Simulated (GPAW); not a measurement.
## HfN: single point with PBE

The system is HfN.

```
Hf N
1.0
     0.00000    2.25600    2.25600
     2.25600    0.00000    2.25600
     2.25600    2.25600    0.00000
Hf N
1 1
Direct
  0.00000 0.00000 0.00000
  0.50000 0.50000 0.50000
```

- Program: GPAW 26.7.0
- Task: single point
- Functional: PBE
- Potentials or basis: GPAW PAW data sets (gpaw-data 1.2.1)
- Cutoff: 800 eV
- Basis: pw
- k mesh: 10 × 10 × 10
- Occupations: gaussian, width 0.03 eV
- Spin: no spin polarisation
- Maxiter: 150

The pressure is 6.7 GPa and the band gap on the k mesh is none (metal or under the smearing width).

Levels at points of the mesh, in eV from the Fermi level:
```tsv
k point	band 7	band 8	band 9	band 10	band 11	band 12
(0.00, 0.00, 0.00)	-3.06	-3.06	-0.39	-0.39	-0.39	1.82
(0.50, 0.50, 0.00)	-3.87	-3.74	-3.74	4.06	5.49	5.49
(0.50, 0.50, 0.50)	-6.25	-6.25	3.24	3.67	3.67	4.42
```

Wall time 24 s on 1 thread of Arm Neoverse V1 (shared host), peak memory 0.16 GiB.

Spin-orbit coupling is left out, which matters for the levels of Hf.
